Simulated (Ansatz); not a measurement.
# Ni (fcc type): how the settings move a single-point run

How sensitive is a single-point run of Ni (fcc type) to its settings? A reference run comes first, then one run with altered input.

Method: reference: DFT, PBEsol, PAW with Ansatz's default frozen-core files, scalar-relativistic, in Ansatz 0.2.0.

**1. The structure to begin with**

It takes space group Fm-3m (No. 225, cubic). Conventional cell: a = 3.464 Å, b = 3.464 Å, c = 3.464 Å, α = 90.00°, β = 90.00°, γ = 90.00°. Around Ni (site symmetry m-3m) lie 12 Ni at 2.45 Å.

Structure file:

```
CELL_PARAMETERS angstrom
0.00000 1.73225 -1.73225
-1.73225 0.00000 1.73225
3.46449 3.46449 3.46449
ATOMIC_POSITIONS crystal
Ni 0.00000 0.00000 0.00000
Ni 0.33333 0.66667 0.33333
Ni 0.66667 0.33333 0.66667
```

**2. Reference**

input.yaml

```yaml
crystal:
  lattice:
    - [0.0, 1.7322452943, -1.7322452943]
    - [-1.7322452943, 0.0, 1.7322452943]
    - [3.4644905887, 3.4644905887, 3.4644905887]
  atoms:
    - { symbol: Ni, position: [0.0, 0.0, 0.0], spin: 1.0 }
    - { symbol: Ni, position: [0.333333333, 0.666666667, 0.333333333], spin: 1.0 }
    - { symbol: Ni, position: [0.666666667, 0.333333333, 0.666666667], spin: 1.0 }
magnetization:
  spin_polarized: true
kpoints:
  mp_grid: { grid: [15, 15, 6] }
scf:
  occupations: { method: fermi_dirac, width: 0.1 }
hamiltonian:
  xc: pbesol
  pseudopotentials: { kind: paw }
output:
  forces: true
  stress: true
  eigenvalues: true
```

Started as:

```
$ ansatz run input.yaml --threads 3 --pin off --max-ram 9216MiB --backend cpu --events-out ev --progress --plain --runs-dir out
```

From the output:

```text
[...]
Basis set: ecut = 420 eV, 591 PW (Γ), exchange–correlation on 36×36×90 points (8 copies of the dense FFT grid, shifted against one another)
[...]
Magnetic group: BNS 225.116 (UNI 1618), of the structure as read, at distance tolerance 3.1e-5 Å
k-points: 146 of 1350
[...]
SCF iter   1: F=—  HF=-17413.014138 eV  |F-HF|=—  |Δ(HF+E_count)|=         —  Δρ=6.48e-2 (↑6.17e-2 ↓6.48e-2)  dr2=2.88e0  dr2_m=2.73e-2  M=2.486 μB ∫|m|=2.635 μB  β_m=0.30  ethr=3.10e-3  ⟨swp⟩=4.9  Hψ=32994  notcnv=0  defer=118
[...]
preconditioner: auto → Kerker (q_TF=auto, 2.990 Å⁻¹)  [metal: Δε(μ)=0.001 eV  Ē_g=10.211 eV  σ=0.100 eV  W_gap=0.00  n_scr=10 (ndim 8)  ℏωp=36.4 eV  f_vac=0.000  D(μ)=4.42/eV (n_scr^D=50)]
[...]
SCF iter   2: F=—  HF=-17412.241584 eV  |F-HF|=—  |Δ(HF+E_count)|=   7.73e-1  Δρ=2.06e-2 (↑1.42e-2 ↓2.06e-2)  dr2=3.82e-2  dr2_m=5.14e-2  M=2.273 μB ∫|m|=2.443 μB  β_m=0.30  ethr=3.10e-3  ⟨swp⟩=2.2  Hψ=17460  notcnv=0  defer=379
[...]
SCF iter   9: F=—  HF=-17415.001737 eV  |F-HF|=—  |Δ(HF+E_count)|=   6.30e-8  Δρ=6.33e-6 (↑2.86e-6 ↓6.33e-6)  dr2=9.92e-9  dr2_m=2.34e-9  M=1.860 μB ∫|m|=2.086 μB  β_m=0.99  ethr=6.96e-10  ⟨swp⟩=2.3  Hψ=16021  notcnv=0  defer=378
SCF iter  10: F=-17415.001737 eV  HF=-17415.001737 eV  |F-HF|=2.15e-10  |Δ(HF+E_count)|=   1.27e-9  Δρ=1.54e-6 (↑6.59e-7 ↓1.54e-6)  dr2=3.87e-10  dr2_m=9.52e-11  M=1.860 μB ∫|m|=2.086 μB  ethr=1.84e-11  ⟨swp⟩=5.9  Hψ=35413  notcnv=0
[...]
SCF converged after 10 iterations
Magnetization: 1.8602 μB (27.9301 up, 26.0699 down)
[...]
Free energy (F): -17415.001737 eV
[...]
E sigma→0 (E₀):  -17414.924320 eV
[...]
Fermi energy:    19.048322 eV
[...]
  P = ⅓ Tr σ = 0.0945 GPa (0.945 kbar)
[...]
```

Wall time 6.2 s (3 threads of Intel Xeon 6975P-C (Granite Rapids), shared host); peak memory 0.57 GiB.

**3. Changing settings: mp_grid.grid [8, 8, 3]**

input.yaml, as its differences from that of step 2:

```diff
@@ -12,3 +12,3 @@
 kpoints:
-  mp_grid: { grid: [15, 15, 6] }
+  mp_grid: { grid: [8, 8, 3] }
 scf:
@@ -22 +22,5 @@
   eigenvalues: true
+  write_density: true
+  write_potential: true
+  elf: true
+  volumetric_format: npy
```

Started as:

```
$ ansatz run input.yaml --threads 3 --pin off --max-ram 9216MiB --backend cpu --events-out ev --progress --plain --runs-dir out
```

Output, cut to the lines that bear on the results:

```text
[...]
Pseudopotentials: kind: paw
Pseudopotential: Ni, paw, valence charge 18, recommended cutoff 420 eV (normal)
Functional definition: PBEsol
[...]
Crystal: 3 atoms, lattice volume = 31.187 Å³
Basis set: ecut = 420 eV, 591 PW (Γ), exchange–correlation on 36×36×90 points (8 copies of the dense FFT grid, shifted against one another)
Bands: 35, of which v1, the nominal top of the filled ones, is band 27 counted from 1 (26 counted from 0)
Symmetry: 36 space group operations
Space group: Fm-3m (ITA 225), of the structure as read, at distance tolerance 3.1e-5 Å
Magnetic group: BNS 225.116 (UNI 1618), of the structure as read, at distance tolerance 3.1e-5 Å
k-points: 25 of 192
[...]
Starting moments: Σ|m| = 3 μB on 3 of 3 sites
[...]
SCF iter   1: F=—  HF=-17412.985967 eV  |F-HF|=—  |Δ(HF+E_count)|=         —  Δρ=6.72e-2 (↑6.72e-2 ↓5.91e-2)  dr2=2.83e0  dr2_m=4.38e-2  M=2.383 μB ∫|m|=2.526 μB  β_m=0.30  ethr=3.10e-3  ⟨swp⟩=5.0  Hψ=5696  notcnv=0  defer=20
[...]
spin=Collinear: Kerker preconditioning applied to the charge; magnetization (m = ρ↑ − ρ↓) channel mixes plain (no charge-response kernel on spin).
[...]
SCF iter  11: F=-17415.005851 eV  HF=-17415.005851 eV  |F-HF|=7.64e-11  |Δ(HF+E_count)|=   1.51e-9  Δρ=1.09e-6 (↑5.49e-7 ↓1.09e-6)  dr2=1.93e-10  dr2_m=6.16e-11  M=1.931 μB ∫|m|=2.160 μB  ethr=9.15e-11  ⟨swp⟩=9.9  Hψ=10777  notcnv=0
[...]
SCF converged after 11 iterations
Magnetization: 1.9311 μB (27.9656 up, 26.0344 down)
Absolute magnetization: 2.1621 μB (∫|ρ↑−ρ↓|, with the PAW one-centre terms)
Spin contamination: 0.0168 ħ² per cell (⟨S²⟩ above its minimum at these occupations)
Per-site moments (μB) at R_I (Å): [(0.6771488391559508, 1.0105279752793637), (0.6771488391559506, 1.0105279752793637), (0.6771488391559504, 1.0105279752793637)]
Free energy (F): -17415.005851 eV
[...]
E sigma→0 (E₀):  -17414.928247 eV
Entropy (-TS):   -0.155208 eV (-51.736 meV/atom)
Fermi energy:    19.050554 eV
[...]
--- Forces (eV/Å), atoms counted from 1 ---
  atom   1  Ni     0.00000000     0.00000000     0.00000000
  atom   2  Ni    -0.00000000     0.00000000     0.00000000
  atom   3  Ni    -0.00000000     0.00000000    -0.00000000
[...]
--- Stress (GPa, compression-positive) ---
        0.249657      -0.130647      -0.130647
       -0.130647       0.249657      -0.130647
       -0.130647      -0.130647       0.249657
  P = ⅓ Tr σ = 0.2497 GPa (2.497 kbar)
--- Band table (eV; the first three rows and the last of 50) ---
[...]
```

Wall time 1.8 s (3 threads of Intel Xeon 6975P-C (Granite Rapids), shared host); peak memory 0.38 GiB.

Changing the k-point mesh moves the energy by -1.4 meV/atom, and the absolute moment goes from 2.09 to 2.16 μB. The energy is not variational in the mesh, so the sign tells nothing.

**4. All runs together**

| run | ending | energy change | pressure (GPa) | abs. moment (μB) | force (eV/Å) | cycles | time |
| --- | --- | --- | --- | --- | --- | --- | --- |
| reference | converged | 0 | 0.1 | 2.09 | 0.00 | 10 | 6.2 s |
| 1: mp_grid.grid [8, 8, 3] | converged | -1.4 meV/atom | 0.2 | 2.16 | 0.00 | 11 | 1.8 s |

Times don't compare one to one where runs were asked for different outputs or read a saved state (see the inputs); cycles may leave out searches for a lower state.

Residual by cycle in the longest SCF loop of each run; runs are numbered as in the table. The quantity is the density residual dr2, in eV.

| cycle | reference | run 1 |
| --- | --- | --- |
| 1 | 2.88 | 2.83 |
| 2 | 0.0382 | 0.0377 |
| 3 | 0.0466 | 0.0469 |
| 4 | 0.218 | 0.298 |
| 5 | 5.8e-4 | 0.00733 |
| 6 | 7.4e-5 | 0.00109 |
| 7 | 1.1e-5 | 0.00183 |
| 8 | 3.8e-7 | 2.0e-5 |
| 9 | 9.9e-9 | 3.7e-6 |
| 10 | 3.9e-10 | 4.9e-8 |
| 11 | - | 1.9e-10 |

**Reading.** Changing the k-point mesh moves the energy by -1.4 meV/atom, and the absolute moment goes from 2.09 to 2.16 μB. The energy is not variational in the mesh, so the sign tells nothing.
